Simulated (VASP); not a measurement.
The system is Fe.

```
CELL_PARAMETERS angstrom
-1.44300 1.44300 1.44300
1.44300 -1.44300 1.44300
1.44300 1.44300 -1.44300
ATOMIC_POSITIONS crystal
Fe 0.00000 0.00000 0.00000
```

- Program: VASP 6.6.1
- Task: relaxation of cell and atoms
- Functional: rSCAN
- Potentials or basis: VASP PAW PBE potentials, release 64 (Fe)
- Cutoff: 600 eV
- k mesh: 13 × 13 × 13
- Occupations: methfessel-paxton, width 0.1 eV
- Spin: collinear spin, ferromagnetic start
- Starting moments: [3.0] μB

At the start: pressure -5.1 GPa; volume 12.02 Å³/atom.

Question: How do energy, volume and symmetry change on relaxing?

Answer: Over 4 steps the energy falls by 5.9 meV/atom and the volume is 11.70 Å³/atom (-2.6 %); space group Im-3m (No. 229, to 0.05 Å); moment 2.65 μB per cell.

The path:
```
step  energy change (eV)  largest force (eV/Å)  pressure (GPa)  volume (Å³)
   1              0.0000                0.0000           -5.15        12.02
   2              0.0005                0.0000            6.39        11.36
   3             -0.0059                0.0000            0.34        11.68
   4             -0.0059                0.0000            0.00        11.70
```

Final structure:
```
Fe
1.0
    -1.43025    1.43025    1.43025
     1.43025   -1.43025    1.43025
     1.43025    1.43025   -1.43025
Fe
1
Direct
  0.00000 0.00000 0.00000
```

Caveat: the PAW data sets were made with another functional, which shifts forces and pressure a little.
